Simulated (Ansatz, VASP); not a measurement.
## PtS2: VASP beside Ansatz

File INCAR:

```
SYSTEM = PtS2
PREC = Accurate
ENCUT = 520
EDIFF = 1E-7
ISMEAR = 0
SIGMA = 0.05
LREAL = .False.
LASPH = .True.
NELM = 80
ALGO = Normal
ISIF = 2
LWAVE = .False.
LCHARG = .False.
GGA = PE
NBANDS = 18
```

The input KPOINTS:

```
regular mesh
0
Gamma
  12 12 8
  0 0 0
```

POSCAR

```
PtS2
1.0
    3.5431994758      0.0000000000      0.0000000000
   -1.7715997379      3.0685007567      0.0000000000
    0.0000000000      0.0000000000      5.2907400000
Pt S
1 2
Direct
    0.0000000000      0.0000000000      0.0000000000
    0.3333333333      0.6666666667      0.2500000000
    0.6666666667      0.3333333333      0.7500000000
```

Input for Ansatz:

```yaml
crystal:
  lattice:
    - [3.5431994758, 0.0, 0.0]
    - [-1.7715997379, 3.0685007567, 0.0]
    - [0.0, 0.0, 5.29074]
  atoms:
    - { symbol: Pt, position: [0.0, 0.0, 0.0] }
    - { symbol: S, position: [0.3333333333, 0.6666666667, 0.25] }
    - { symbol: S, position: [0.6666666667, 0.3333333333, 0.75] }
basis:
  ecutwfc: 420
kpoints:
  mp_grid: { grid: [12, 12, 8] }
hamiltonian:
  xc: pbe
scf:
  occupations: { method: gaussian, width: 0.05 }
output:
  forces: true
  stress: true
  eigenvalues: true
```

Change from the starting cell: strain +0.000 along x and y, +0.050 along z, atoms carried along.

Alike in both runs: task single point; functional PBE; k mesh 12 × 12 × 8; occupations gaussian, width 0.05 eV; no spin polarisation.

|  | VASP | Ansatz |
| --- | --- | --- |
| version | VASP 6.6.1 | Ansatz 0.2.0 |
| potentials or method | VASP PAW PBE potentials, release 64 (Pt, S) | scalar-relativistic, plane waves, PAW |
| plane-wave cutoff (eV) | 520 | 420 |
| valence electrons in the cell | 22 | 30 |

Ansatz gave:

- gap on the k mesh at the Fermi level (eV): 0.66
- least direct gap on the mesh (eV): 0.87
- pressure (GPa): -2.5
- largest component of the traceless stress (GPa): 2.72
- rms of the force components (eV/Å): 0.475

Task: What did VASP give for the same quantities?

Result: gap on the k mesh at the Fermi level (eV): 0.66; least direct gap on the mesh (eV): 0.87; pressure (GPa): -2.9; largest component of the traceless stress (GPa): 2.62; rms of the force components (eV/Å): 0.492.

Atom by atom the forces differ by 0.017 eV/Å (rms over components). The two sets of potentials don't hold the same shells in valence.

Caveats: spin-orbit coupling is left out, which moves the levels of the heavy elements; the cell's inner coordinates are idealised or old, which leaves forces on the atoms. A k mesh can miss the band edges.
